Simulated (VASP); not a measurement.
**C in VASP: one cell, several levels of theory**

Aim: gap, levels, forces and stress of C built on the diamond prototype, under +3.0 % biaxial strain in x and y, free along z at fixed geometry. Runs: PBE, r2SCAN. The results are then set beside those of Ansatz 0.2.0 for the same cell.

Program: VASP 6.6.1. PAW datasets, plane waves. No spin polarisation and no zero-point or thermal motion.

### 1 The cell

The cell comes from an earlier relaxation with r2SCAN in another program, then strained, with the atoms relaxed again.

It is tetragonal, I4_1/amd (No. 141); a = 2.593 Å, c = 3.538 Å in the conventional setting, 5.95 Å³ an atom. C has 4 C at 1.57 Å.

Structure file:

```
CELL_PARAMETERS angstrom
0.00000 1.83353 1.76891
1.83353 0.00000 1.76891
1.83353 1.83353 0.00000
ATOMIC_POSITIONS crystal
C 0.00000 0.00000 0.00000
C 0.25000 0.25000 0.25000
```

### 2 PBE at this geometry

Contents of INCAR:

```
ENCUT = 520.000000
SIGMA = 0.020000
EDIFF = 1.00e-07
GGA = PE
PREC = Accurate
IBRION = -1
ISIF = 2
ISMEAR = -1
NBANDS = 11
NELM = 120
NSW = 0
LASPH = .TRUE.
LCHARG = .FALSE.
LWAVE = .FALSE.
LREAL = .FALSE.
```

Contents of KPOINTS:

```
KPOINTS created by Atomic Simulation Environment
0
Gamma
12 12 12
0 0 0
```

Contents of KPOINTS_OPT:

```
special points
7
Reciprocal
0.0000000000 0.0000000000 0.0000000000 1
0.5000000000 0.0000000000 0.5000000000 1
0.6250000000 0.2500000000 0.6250000000 1
0.3750000000 0.3750000000 0.7500000000 1
0.5000000000 0.5000000000 0.5000000000 1
0.5000000000 0.2500000000 0.7500000000 1
0.3671870000 0.3671870000 0.0000000000 1
```

Contents of POSCAR:

```
C
 1.0000000000000000
     0.0000000000000000    1.8335278667999999    1.7689115518000000
     1.8335278667999999    0.0000000000000000    1.7689115518000000
     1.8335278667999999    1.8335278667999999    0.0000000000000000
 C
   2
Cartesian
  0.0000000000000000  0.0000000000000000  0.0000000000000000
  0.9167639333999998  0.9167639333999998  0.8844557758999999
```

The run uses the recommended PBE PAW datasets (8 valence electrons a neutral cell).

The run is started by

```bash
$ mpirun -np 1 vasp_std
```

### 3 r2SCAN

Contents of INCAR:

```
ENCUT = 520.000000
SIGMA = 0.010000
EDIFF = 1.00e-07
ALGO = Normal
METAGGA = R2SCAN
PREC = Accurate
IBRION = -1
ISIF = 2
ISMEAR = 0
NBANDS = 11
NELM = 120
NSW = 0
LASPH = .TRUE.
LCHARG = .TRUE.
LELF = .TRUE.
LWAVE = .FALSE.
LREAL = .FALSE.
```

KPOINTS is that of step 2.

KPOINTS_OPT is that of step 2.

POSCAR is that of step 2.

Q: Predict the outcome of this session. Wanted: for each run, gap; pressure; Ansatz: gap; Ansatz: pressure.

As calculated:

| level | gap (eV) | pressure (GPa) | Ansatz: gap (eV) | Ansatz: pressure (GPa) |
| --- | --- | --- | --- | --- |
| PBE | 3.14 | -16.74 | 3.15 | -17.23 |
| r2SCAN | 3.29 | -20.61 | 3.31 | -21.52 |

What this shows: The gap runs from 3.14 eV (PBE) to 3.29 eV (r2SCAN). The pressure is highest with PBE (-16.7 GPa) and lowest with r2SCAN (-20.6 GPa), which orders the cells that they would relax to. The two programs agree on the gap within 0.04 eV, far less than the spread between functionals. The two codes have different PAW datasets and cutoffs.
